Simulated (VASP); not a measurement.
The system is ZnO (zincite).

```
Zn O
1.0
     3.23676    0.00000    0.00000
    -1.61838    2.80312    0.00000
     0.00000    0.00000    5.22386
Zn O
2 2
Direct
  0.33333 0.66667 0.49998
  0.66667 0.33333 0.99998
  0.66667 0.33333 0.37903
  0.33333 0.66667 0.87903
```

Program: VASP 6.6.1. Alike in all runs: task band structure; no spin polarisation; cell as given; k mesh 9 × 9 × 5; cutoff (eV) 520; smearing gaussian 0.03 eV.

Order these runs on this cell by their band gap on the k mesh, lowest first.
A. level r2SCAN; potentials or basis VASP PAW PBE potentials, release 64 (Zn, O)
B. level LDA; potentials or basis VASP PAW LDA potentials, release 64 (Zn, O)
C. level TB-mBJ; potentials or basis VASP PAW PBE potentials, release 64 (Zn, O)

B (0.74 eV), A (1.23 eV), C (2.57 eV).

Runs at the PBE level aren't shown here.
